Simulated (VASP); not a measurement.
# BN: convergence, relaxation of the atoms

BN, P1 (no. 1), 8 atoms in the cell. PBE, relaxation of the atoms; PAW potentials N, B (PBE set). VASP 6.6.1.

Wanted: energy within 1 meV/atom; two shortest distances of each atom within 0.01 Å.

POSCAR:
```
BN
1.0
    2.5539396000      0.0000000000      0.0000000000
   -1.2769698000      2.2117765700      0.0000000000
    0.0000000000      0.0000000000      8.4537100000
N B
4 4
Direct
    0.3573360000      0.6796770000      0.0633710000
    0.3139220000      0.6823000000      0.5643210000
    0.6629620000      0.3388100000      0.3136500000
    0.6768510000      0.3214970000      0.8151430000
    0.3125640000      0.6488370000      0.2439350000
    0.3519610000      0.6551850000      0.7454900000
    0.6431870000      0.3125510000      0.4979530000
    0.6812180000      0.3611430000      1.0061370000
```

The series start from Force threshold EDIFFG (eV/Å): -0.02; Electronic threshold EDIFF (eV): 1e-6; Relaxation method: conjugate gradient, POTIM 0.5; Mixing and least electronic steps: default. Each series keeps the choices made before it, and each single choice may use up half of a tolerance.

## Force threshold EDIFFG (eV/Å)

| Force threshold EDIFFG (eV/Å) | Energy less reference (meV/atom) | Two shortest distances of each atom, largest deviation (Å) | Time (s) |
|---|---|---|---|
| -0.1 | 0.0 | 0.001 | 19 |
| -0.05 | 0.0 | 0.001 | 22 |
| -0.03 | 0.0 | 0.001 | 21 |
| -0.02 | 0.0 | 0.000 | 19 |
| -0.01 | 0.0 | 0.000 | 22 |
| -0.005 | 0.0 | 0.000 | 24 |
| -0.002 (reference) | 0.0 | 0.000 | 25 |

## Electronic threshold EDIFF (eV)

| Electronic threshold EDIFF (eV) | Energy less reference (meV/atom) | Two shortest distances of each atom, largest deviation (Å) | Time (s) |
|---|---|---|---|
| 0.001 | 0.0 | 0.001 | 11 |
| 0.0001 | 0.0 | 0.000 | 13 |
| 1e-5 | 0.0 | 0.000 | 15 |
| 1e-6 | 0.0 | 0.000 | 19 |
| 1e-7 (reference) | 0.0 | 0.000 | 20 |

## Relaxation method

| Relaxation method | Energy less reference (meV/atom) | Two shortest distances of each atom, largest deviation (Å) | SCF iterations | Time (s) |
|---|---|---|---|---|
| conjugate gradient, POTIM 0.5 | 0.0 | 0.000 | 46 | 11 |
| conjugate gradient, POTIM 0.2 | 0.1 | 0.001 | 35 | 8.7 |
| conjugate gradient, POTIM 1.0 | 0.0 | 0.001 | 55 | 13 |
| quasi-Newton, POTIM 0.5 | 0.4 | 0.001 | 33 | 7.8 |
| quasi-Newton, POTIM 0.3, 10 steps kept | 0.4 | 0.002 | 28 | 6.6 |
| quasi-Newton, POTIM 0.5, at least 5 electronic steps | 0.2 | 0.002 | 46 | 9.7 |
| damped dynamics, POTIM 0.2, SMASS 0.4 | 0.0 | 0.001 | 67 | 16 |
| damped dynamics, POTIM 0.4, SMASS 0.8 | crashed | crashed | 97 | 19 |
| velocity quench, POTIM 0.1 | 0.3 | 0.002 | 36 | 8.9 |

VASP's message at the runs that stop: internal error in: us.F  at line: 1398 internal ERROR SETYLM_AUG: -24 -13 1058933471 0 -25 0 -14 If you are not a developer, you should not encounter this problem. Please submit a bug report.

## Mixing and least electronic steps

| Mixing and least electronic steps | Energy less reference (meV/atom) | Two shortest distances of each atom, largest deviation (Å) | SCF iterations | Time (s) |
|---|---|---|---|---|
| default | 0.0 | 0.000 | 28 | 6.6 |
| MAXMIX 40 | 0.0 | 0.000 | 28 | 6.6 |
| NELMIN 4 | 0.1 | 0.001 | 31 | 6.9 |
| NELMIN 4, MAXMIX 40 | 0.0 | 0.001 | 31 | 6.6 |
| ALGO Fast | 0.0 | 0.001 | 29 | 6.2 |

## Question

The rows run from the loosest to the tightest (no order: relaxation method, mixing and least electronic steps). For each series: choose the loosest value from which every tighter one stays within half of the tolerance; where there is no order, keep the first row unless others stay within half of the tolerance and take at least 30 % less time, and then take the fastest.

## Answer

- Force threshold EDIFFG (eV/Å): -0.1
- Electronic threshold EDIFF (eV): 0.001
- Relaxation method: quasi-Newton, POTIM 0.3, 10 steps kept
- Mixing and least electronic steps: default

## All choices together

| Input | Energy less reference (meV/atom) | Two shortest distances of each atom, largest deviation (Å) | Time (s) |
|---|---|---|---|
| program defaults (naive) | 0.0 | 0.001 | 13 |
| chosen settings | 0.4 | 0.003 | 6.6 |
| reference settings throughout | 0.0 | 0.000 | 29 |

The tolerance is met.

## The input

INCAR:
```
SYSTEM = BN
  ALGO = Normal
  EDIFF = 0.001
  EDIFFG = -0.1
  ENCUT = 500
  IBRION = 1
  ISIF = 2
  ISMEAR = 0
  KPAR = 8
  LASPH = .True.
  LCHARG = .False.
  LREAL = .False.
  LWAVE = .False.
  NELM = 100
  NFREE = 10
  NSW = 150
  POTIM = 0.3
  PREC = Normal
  SIGMA = 0.05
```

KPOINTS:
```
k-points
0
Gamma
  7 7 2
```

Commands:
```
cat potpaw_PBE.64/N/POTCAR potpaw_PBE.64/B/POTCAR > POTCAR
mpirun -np 8 vasp_std > vasp.out
```

The naive input happens to agree within the tolerance here, in 13 s.

Limits: the start was distorted on purpose (atoms moved at random), so the space group given is the start's and not the crystal's.

The chosen input took VASP 6.6.1 6.6 s on 8 cores (AMD EPYC 9R45 (Zen 5)), a shared host.

## An input that fails: ionic step far too long

VASP's message: internal error in: us.F  at line: 1398 internal ERROR SETYLM_AUG: -11 2 17 17 -12 1 1 If you are not a developer, you should not encounter this problem. Please submit a bug report.

Changes against the starting input:
```
- NELM = 100
- IBRION = 2
- NSW = 150
- POTIM = 0.5
+ NELM = 60
+ IBRION = 3
+ NSW = 30
+ POTIM = 5.0
+ SMASS = 0.4
```
